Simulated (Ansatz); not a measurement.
## In2O3 with Cd replacing In: do the settings matter for the field gradients?

This input was run with Ansatz:

```yaml
crystal:
  lattice:
    - [-5.487, -3.167920927, 4.8366666667]
    - [5.487, -3.167920927, 4.8366666667]
    - [0.0, 6.335841854, 4.8366666667]
  atoms:
    - { symbol: Cd, position: [0.35731, 0.35731, 0.35731], spin: 1.0 }
    - { symbol: In, position: [0.85731, 0.85731, 0.35731] }
    - { symbol: In, position: [0.85731, 0.35731, 0.85731] }
    - { symbol: In, position: [0.35731, 0.85731, 0.85731] }
    - { symbol: In, position: [0.14269, 0.14269, 0.14269] }
    - { symbol: In, position: [0.64269, 0.64269, 0.14269] }
    - { symbol: In, position: [0.64269, 0.14269, 0.64269] }
    - { symbol: In, position: [0.14269, 0.64269, 0.64269] }
    - { symbol: In, position: [0.64269, 0.64269, 0.64269] }
    - { symbol: In, position: [0.14269, 0.14269, 0.64269] }
    - { symbol: In, position: [0.14269, 0.64269, 0.14269] }
    - { symbol: In, position: [0.64269, 0.14269, 0.14269] }
    - { symbol: In, position: [0.85731, 0.85731, 0.85731] }
    - { symbol: In, position: [0.35731, 0.35731, 0.85731] }
    - { symbol: In, position: [0.35731, 0.85731, 0.35731] }
    - { symbol: In, position: [0.85731, 0.35731, 0.35731] }
    - { symbol: O, position: [0.601, 0.399, 0.75] }
    - { symbol: O, position: [0.101, 0.899, 0.75] }
    - { symbol: O, position: [0.101, 0.399, 0.25] }
    - { symbol: O, position: [0.601, 0.899, 0.25] }
    - { symbol: O, position: [0.75, 0.601, 0.399] }
    - { symbol: O, position: [0.25, 0.101, 0.399] }
    - { symbol: O, position: [0.25, 0.601, 0.899] }
    - { symbol: O, position: [0.75, 0.101, 0.899] }
    - { symbol: O, position: [0.399, 0.75, 0.601] }
    - { symbol: O, position: [0.899, 0.25, 0.601] }
    - { symbol: O, position: [0.899, 0.75, 0.101] }
    - { symbol: O, position: [0.399, 0.25, 0.101] }
    - { symbol: O, position: [0.399, 0.601, 0.25] }
    - { symbol: O, position: [0.899, 0.101, 0.25] }
    - { symbol: O, position: [0.899, 0.601, 0.75] }
    - { symbol: O, position: [0.399, 0.101, 0.75] }
    - { symbol: O, position: [0.25, 0.399, 0.601] }
    - { symbol: O, position: [0.75, 0.899, 0.601] }
    - { symbol: O, position: [0.75, 0.399, 0.101] }
    - { symbol: O, position: [0.25, 0.899, 0.101] }
    - { symbol: O, position: [0.601, 0.25, 0.399] }
    - { symbol: O, position: [0.101, 0.75, 0.399] }
    - { symbol: O, position: [0.101, 0.25, 0.899] }
    - { symbol: O, position: [0.601, 0.75, 0.899] }
magnetization:
  spin_polarized: true
kpoints:
  mp_grid: { grid: [3, 3, 3] }
scf:
  occupations: { method: fermi_dirac, width: 0.01 }
hamiltonian:
  xc: pbe
  pseudopotentials: { kind: paw }
output:
  forces: true
  stress: true
  populations: true
  efg:
    quadrupole_moments_barn: { In: 0.772, O: -0.02558 }
    contact_densities: true
basis:
  xc_grid: 2
```

It converged. Of its output the block on the nuclei alone is shown, without the SCF iterations, energies, forces and stress (one atom of each set, the first 14 sets):

```
--- PAW observables at the nuclei: V_zz in 10²¹ V/m², potentials from the cell's mean, atoms counted from 1 ---
  atom   1  Cd V_zz =    +3.305402   η = 0.0000   by run symmetry: allowed
            electrostatic potential = -7709.987813 V   contact ρ = 1035873.047230 e/Å³   contact ρ_s (e/Å³): all electrons -1.982615, valence -1.588445
  atom   2  In V_zz =    +4.796917   η = 0.0236   by run symmetry: allowed   C_q = +89.5435 MHz
            electrostatic potential = -7941.616738 V   contact ρ = 1132925.949316 e/Å³   contact ρ_s (e/Å³): all electrons -0.102837, valence -0.100431
  atom   5  In V_zz =    +4.705624   η = 0.0000   by run symmetry: allowed   C_q = +87.8393 MHz
            electrostatic potential = -7941.585943 V   contact ρ = 1132926.105438 e/Å³   contact ρ_s (e/Å³): all electrons -0.460660, valence -0.449637
  atom   6  In V_zz =    +4.931333   η = 0.0824   by run symmetry: allowed   C_q = +92.0526 MHz
            electrostatic potential = -7941.661408 V   contact ρ = 1132926.334046 e/Å³   contact ρ_s (e/Å³): all electrons -0.243145, valence -0.237473
  atom   9  In V_zz =    +4.878904   η = 0.0000   by run symmetry: allowed   C_q = +91.0739 MHz
            electrostatic potential = -7941.649825 V   contact ρ = 1132925.747270 e/Å³   contact ρ_s (e/Å³): all electrons -0.056500, valence -0.055133
  atom  10  In V_zz =    +4.803072   η = 0.0468   by run symmetry: allowed   C_q = +89.6584 MHz
            electrostatic potential = -7941.640111 V   contact ρ = 1132926.083268 e/Å³   contact ρ_s (e/Å³): all electrons -0.348631, valence -0.341064
  atom  13  In V_zz =    +4.823099   η = 0.0000   by run symmetry: allowed   C_q = +90.0322 MHz
            electrostatic potential = -7941.616922 V   contact ρ = 1132925.953632 e/Å³   contact ρ_s (e/Å³): all electrons -0.056295, valence -0.055007
  atom  14  In V_zz =    +4.838715   η = 0.1048   by run symmetry: allowed   C_q = +90.3237 MHz
            electrostatic potential = -7941.638298 V   contact ρ = 1132926.908877 e/Å³   contact ρ_s (e/Å³): all electrons -0.347219, valence -0.336542
  atom  17  O  V_zz =    -4.576638   η = 0.5434   by run symmetry: allowed   C_q = +2.8307 MHz
            electrostatic potential = -627.630557 V   contact ρ = 2157.944351 e/Å³   contact ρ_s (e/Å³): all electrons -0.008891, valence -0.004114
  atom  18  O  V_zz =    -4.464809   η = 0.5614   by run symmetry: allowed   C_q = +2.7616 MHz
            electrostatic potential = -627.581402 V   contact ρ = 2157.963467 e/Å³   contact ρ_s (e/Å³): all electrons -0.002803, valence +0.004249
  atom  19  O  V_zz =    -4.261610   η = 0.4705   by run symmetry: allowed   C_q = +2.6359 MHz
            electrostatic potential = -627.545494 V   contact ρ = 2158.502752 e/Å³   contact ρ_s (e/Å³): all electrons +0.119534, valence +0.275464
  atom  20  O  V_zz =    -4.527812   η = 0.5887   by run symmetry: allowed   C_q = +2.8005 MHz
            electrostatic potential = -627.607657 V   contact ρ = 2157.992838 e/Å³   contact ρ_s (e/Å³): all electrons -0.014773, valence -0.003116
  atom  29  O  V_zz =    -5.231400   η = 0.6475   by run symmetry: allowed   C_q = +3.2357 MHz
            electrostatic potential = -627.664008 V   contact ρ = 2158.498991 e/Å³   contact ρ_s (e/Å³): all electrons +0.101534, valence +0.272312
  atom  30  O  V_zz =    -4.767028   η = 0.4016   by run symmetry: allowed   C_q = +2.9485 MHz
            electrostatic potential = -627.530715 V   contact ρ = 2158.067802 e/Å³   contact ρ_s (e/Å³): all electrons +0.005514, valence +0.039608
```

Q: Can these gradients be trusted, and how do they compare with a run on standard settings?

A: They agree with the standard run. Against the standard input the change is `basis.xc_grid`: not typed → 2. A site carries the number of its first atom; V_zz in 10²¹ V/m².

```json
{"site": "Cd", "atom": "1", "V_zz standard": "3.31", "η standard": "0.00", "V_zz here": "3.31", "η here": "0.00"}
{"site": "In2", "atom": "2", "V_zz standard": "4.80", "η standard": "0.02", "V_zz here": "4.80", "η here": "0.02"}
{"site": "In5", "atom": "5", "V_zz standard": "4.71", "η standard": "0.00", "V_zz here": "4.71", "η here": "0.00"}
{"site": "In6", "atom": "6", "V_zz standard": "4.93", "η standard": "0.08", "V_zz here": "4.93", "η here": "0.08"}
{"site": "In10", "atom": "10", "V_zz standard": "4.80", "η standard": "0.05", "V_zz here": "4.80", "η here": "0.05"}
{"site": "In13", "atom": "13", "V_zz standard": "4.82", "η standard": "0.00", "V_zz here": "4.82", "η here": "0.00"}
{"site": "In14", "atom": "14", "V_zz standard": "4.84", "η standard": "0.10", "V_zz here": "4.84", "η here": "0.10"}
{"site": "O18", "atom": "18", "V_zz standard": "-4.46", "η standard": "0.56", "V_zz here": "-4.46", "η here": "0.56"}
{"site": "O19", "atom": "19", "V_zz standard": "-4.26", "η standard": "0.47", "V_zz here": "-4.26", "η here": "0.47"}
{"site": "O29", "atom": "29", "V_zz standard": "-5.23", "η standard": "0.65", "V_zz here": "-5.23", "η here": "0.65"}
{"site": "O31", "atom": "31", "V_zz standard": "-4.55", "η standard": "0.53", "V_zz here": "-4.55", "η here": "0.53"}
{"site": "O32", "atom": "32", "V_zz standard": "-4.25", "η standard": "0.58", "V_zz here": "-4.25", "η here": "0.58"}
```

All printed values agree. The table leaves out 4 of the 16 sites, with |V_zz| up to 4.88; their tensors move by 0.01 at most along any direction. SCF iterations: 20 and 20.

On the reference run: The defect repeats with the cell of 40 atoms, so it feels its images: sites between two images don't show the values beside a lone defect, and zeros or small values of η there can come from the images' arrangement. In and O carry a gradient in the pure host already, so the values there aren't the defect's effect alone. The defect cell has no gap above 0.1 eV on its mesh, so the values can hang on the smearing and the k-mesh. Without spin–orbit coupling (the program notes it for Cd and In) the gradients can shift somewhat, as the gap is small. The cell keeps the host's lattice, where the PBE pressure is 9 GPa. The run lost most of its start moments on Cd; a state with other moments may lie lower. The neighbours have not yet relaxed around the defect (largest force 0.98 eV/Å), so a real crystal will differ.
